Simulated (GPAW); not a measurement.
How the form of the self-energy moves the gap of TlBr (Pm-3m). It takes space group Pm-3m (No. 221, cubic). Conventional cell: a = 3.980 Å, b = 3.980 Å, c = 3.980 Å, α = 90.00°, β = 90.00°, γ = 90.00°. Nearest to Tl lie 8 Br at 3.45 Å. Nearest to Br lie 8 Tl at 3.45 Å. Farther neighbours and most contacts between anions are not listed. The calculation used DFT, PBE, plane waves, PAW (and 1 further level or step) in GPAW 26.7.0, with cutoff 450 eV, GPAW PAW setups 1.2.1 data release, 4×4×4 k-mesh, nbands 341 in one of its runs. The G0W0, Godby-Needs plasmon pole is 2.827 eV. The G0W0 with rALDA vertex is 2.833 eV. The known limits are not at the basis limit; no spin-orbit coupling; coarse k mesh. It took 3 runs, 7.6 min in all on 8 MPI ranks of Arm Neoverse V2, shared host (the runs of this entry). G0W0 with rALDA vertex: +0.006 eV against G0W0, Godby-Needs plasmon pole, at other bands or cutoff, so not like for like. With the rALDA kernel as a vertex the gap is 2.75 eV (in the polarisability), 2.96 eV (in the self-energy) and 2.90 eV (in both), against 2.83 eV without. The cell and positions come from the Crystallography Open Database and are kept as given unless a step says otherwise. Limits: no spin-orbit coupling. Bands and cutoff are finite, so the gap is not at the basis limit. The miss can reach some tenths of an eV and take either sign; the mesh is an error of its own. The 4×4×4 mesh is coarse for this cell, which bears on the long-range parts of exchange and screening.

```xyz
2
Lattice="3.9800 0.0000 0.0000 0.0000 3.9800 0.0000 0.0000 0.0000 3.9800" Properties=species:S:1:pos:R:3 pbc="T T T"
Tl    0.0000    0.0000    0.0000
Br    1.9900    1.9900    1.9900
```

[Paths, hosts, dates, memory and timing lines, banners, echoed tables and standing remarks are left out of the program output.]

[Logs are printed without paths, hosts, clocks, repeated set-up lines and the standing remarks that a program may print on its own settings, such as how far it seeks lower states.]

[Runs of the session that timed out or met a known fault of the program may be left out.]

[Hosts, paths, dates, database ids (printed as entryN), source tags and the programs' standing remarks are cut or masked in the printed files.]
